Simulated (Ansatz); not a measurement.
Strain and the gap of MgF₂ (rutile)

Rutile MgF₂, relaxed with r2SCAN in Ansatz 0.2.0. It is tetragonal, P4_2/mnm (No. 136); conventional cell a = 4.622 Å, c = 3.046 Å, 10.85 Å³ an atom. Around Mg lie 6 F at 1.98–1.99 Å; around F lie 3 Mg at 1.98–1.99 Å.

The axes x, y and z are those of this cell:
```xyz
6
Lattice="4.6220 0.0000 0.0000 0.0000 4.6220 0.0000 0.0000 0.0000 3.0461" Properties=species:S:1:pos:R:3 pbc="T T T"
Mg    0.0000    0.0000    0.0000
Mg    2.3110    2.3110    1.5231
F     1.4002    1.4002    0.0000
F     0.9108    3.7113    1.5231
F     3.7113    0.9108    1.5231
F     3.2218    3.2218    0.0000
```

Unstrained: PBE gives a direct gap of 7.159 eV at Γ. r2SCAN gives a direct gap of 8.071 eV at Γ. With HSE06 the gap is 9.471 eV and direct, at Γ. Meshes: PBE 6×6×8, r2SCAN 6×6×8, HSE06 4×4×6. Strains are changes of length per length. After each strain the atoms were relaxed again with r2SCAN in this cell and within any symmetry left, so distortions that break it or need a larger cell weren't tested; points keep the names that they have in the unstrained zone. No spin polarisation and no zero-point or thermal motion.

Changes of the least gap in eV (an overlap counts as a negative gap):
```
                          strain  volume change (%)  space group     PBE  r2SCAN   HSE06  energy rise, r2SCAN (meV/atom)
isotropic -4.0 % on every length              -11.5     P4_2/mnm  +0.893  +0.917  +0.943                            58.9
isotropic -3.0 % on every length               -8.7     P4_2/mnm  +0.658  +0.674  +0.695                            32.0
isotropic -2.0 % on every length               -5.9     P4_2/mnm  +0.430  +0.441  +0.455                            13.7
isotropic -1.0 % on every length               -3.0     P4_2/mnm  +0.211  +0.216  +0.223                             3.3
isotropic +1.0 % on every length               +3.0     P4_2/mnm  -0.203  -0.208  -0.215                             3.1
isotropic +2.0 % on every length               +6.1     P4_2/mnm  -0.397  -0.407  -0.422                            12.0
isotropic +3.0 % on every length               +9.3     P4_2/mnm  -0.585  -0.599  -0.621                            26.1
isotropic +4.0 % on every length              +12.5     P4_2/mnm  -0.764  -0.782  -0.812                            44.9
```

Isotropic -4.0 % on every length. HSE06: the gap goes from 9.471 to 10.414 eV (+0.943 eV). Stress change with r2SCAN, compression positive: xx +16.42, yy +16.42, zz +17.65 GPa. For HSE06, dE_g/d ln V = -7.7 eV over this step.

Isotropic -3.0 % on every length. HSE06: the gap goes from 9.471 to 10.166 eV (+0.695 eV). Stress change with r2SCAN, compression positive: xx +11.42, yy +11.42, zz +12.37 GPa. For HSE06, dE_g/d ln V = -7.6 eV over this step.

Isotropic -2.0 % on every length. HSE06: the gap goes from 9.471 to 9.926 eV (+0.455 eV). Stress change with r2SCAN, compression positive: xx +7.07, yy +7.07, zz +7.71 GPa. For HSE06, dE_g/d ln V = -7.5 eV over this step.

Isotropic -1.0 % on every length. HSE06: the gap goes from 9.471 to 9.695 eV (+0.223 eV). Stress change with r2SCAN, compression positive: xx +3.28, yy +3.28, zz +3.61 GPa. For HSE06, dE_g/d ln V = -7.4 eV over this step.

Isotropic +1.0 % on every length. HSE06: the gap goes from 9.471 to 9.256 eV (-0.215 eV). Stress change with r2SCAN, compression positive: xx -2.82, yy -2.82, zz -3.18 GPa. For HSE06, dE_g/d ln V = -7.2 eV over this step.

Isotropic +2.0 % on every length. HSE06: the gap goes from 9.471 to 9.049 eV (-0.422 eV). Stress change with r2SCAN, compression positive: xx -5.24, yy -5.24, zz -5.98 GPa. For HSE06, dE_g/d ln V = -7.1 eV over this step.

Isotropic +3.0 % on every length. HSE06: the gap goes from 9.471 to 8.850 eV (-0.621 eV). Stress change with r2SCAN, compression positive: xx -7.28, yy -7.28, zz -8.45 GPa. For HSE06, dE_g/d ln V = -7.0 eV over this step.

Isotropic +4.0 % on every length. HSE06: the gap goes from 9.471 to 8.659 eV (-0.812 eV). Stress change with r2SCAN, compression positive: xx -8.99, yy -8.99, zz -10.63 GPa. For HSE06, dE_g/d ln V = -6.9 eV over this step.

The meshes of the hybrids are coarse, so their gaps aren't converged to the digits shown.
